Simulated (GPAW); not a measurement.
Runs of GPAW 26.7.0 on MgS. The structure is cubic, space group F-43m (No. 216). Conventional cell: a = 5.666 Å, b = 5.666 Å, c = 5.666 Å, α = 90.00°, β = 90.00°, γ = 90.00°. S (site symmetry -43m) has 4 Mg at 2.45 Å as nearest neighbours. Around Mg (site symmetry -43m) lie 4 S at 2.45 Å. The cell comes from a database or a generator and needn't be the stable form of this composition.

```tsv
task	level	potentials or basis	cell	k mesh	cutoff (eV)	smearing	maxiter	optimizer	fmax	max steps	target pressure	other keys	mesh quality	gap on the mesh (eV)	pressure (GPa)
relaxation of cell and atoms	PBEsol	PAW data sets generated in the run's folder for this functional, pw	relaxed to 30 GPa	8 × 8 × 8	800	fermi-dirac 0.05 eV	150	BFGS	0.02 eV/Å	60	30 GPa	-	not flagged	3.29	30.0
relaxation of cell and atoms	PBEsol	PAW data sets generated in the run's folder for this functional, pw	relaxed to 2 GPa	8 × 8 × 8	800	fermi-dirac 0.05 eV	150	BFGS	0.02 eV/Å	60	2 GPa	-	not flagged	(b)	2.1
relaxation of cell and atoms	PBEsol	PAW data sets generated in the run's folder for this functional, pw	relaxed to 20 GPa	8 × 8 × 8	800	fermi-dirac 0.05 eV	150	BFGS	0.02 eV/Å	60	20 GPa	-	not flagged	3.42	20.0
single point	PBEsol	PAW data sets generated in the run's folder for this functional, pw	as given	7 × 7 × 7	600	fermi-dirac 0.05 eV	120	-	-	-	-	-	not flagged	3.28	-0.4
relaxation of cell and atoms	PBEsol	PAW data sets generated in the run's folder for this functional, pw	relaxed to 5 GPa	8 × 8 × 8	800	fermi-dirac 0.05 eV	150	BFGS	0.02 eV/Å	60	5 GPa	-	not flagged	3.63	5.0
relaxation of cell and atoms	PBEsol	PAW data sets generated in the run's folder for this functional, pw	relaxed	8 × 8 × 8	800	fermi-dirac 0.05 eV	150	BFGS	0.02 eV/Å	60	-	-	not flagged	(a)	0.0
```

Alike in all rows: no spin polarisation.

Q: Estimate the missing entries.

A: (a) 3.31; (b) 3.48.

Caveats: later steps reuse the first step's grids (some runs); the cutoff is short for stress and forces, so pressures can be off by a GPa or more (some runs).

A k mesh can miss the band edges.
